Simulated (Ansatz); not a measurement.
Start from ZnTe in the zinc blende structure (space group F-43m, No. 216; a = 6.1791 Å).

(Cell as relaxed with PBE.)

Levels (all Ansatz, a quantum-chemistry and plane-wave program, PAW): PBE (420 eV, no spin-orbit coupling); r2SCAN (500 eV, scalar-relativistic without spin-orbit coupling).

Each level relaxes its own structure.

| base | PBE | r2SCAN |
|---|---|---|
| volume per atom | 29.49 Å³ | 28.56 Å³ |
| lattice parameter a | 6.179 Å | 6.113 Å |
| band gap | 1.08 eV | 1.79 eV |

Perturbation: every lattice vector is shortened by 0.73 %, atoms relaxed at fixed cell.

| quantity | PBE | r2SCAN |
|---|---|---|
| hole mass (degenerate bands, along [100]) | 0.083, 0.47, 0.47 mₑ (at Γ) | … |
| valley order (the lowest conduction-band minima on the path, energy above the VBM, named in the base's zone) | Γ 1.18 eV; L along ⟨111⟩ 1.76 eV; a point along ⟨100⟩, about 0.9 Å⁻¹ from Γ 2.25 eV | … |
| pressure | 1.00 GPa | … |
| electron mass | 0.082 mₑ (at Γ) | … |

### Question
Predict the r2SCAN column.

### Answer

- hole mass (degenerate bands, along [100]), r2SCAN: 0.11, 0.44, 0.44 mₑ (at Γ)
- valley order (the lowest conduction-band minima on the path, energy above the VBM, named in the base's zone), r2SCAN: Γ 1.90 eV; L along ⟨111⟩ 2.24 eV; a point along ⟨100⟩, about 0.9 Å⁻¹ from Γ 2.51 eV
- pressure, r2SCAN: 1.16 GPa
- electron mass, r2SCAN: 0.11 mₑ (at Γ)

Both order the valleys alike; PBE's pressure lies 0.151 GPa below r2SCAN's. Neither level is exact; r2SCAN is the comparison here, not a measurement.

Spin-orbit coupling, missing from the scalar runs, can matter with Te. The cells carry an imposed strain or load. Effective masses come from finite differences of ±0.01 Å⁻¹. Whether these cells are dynamically stable was not tested.
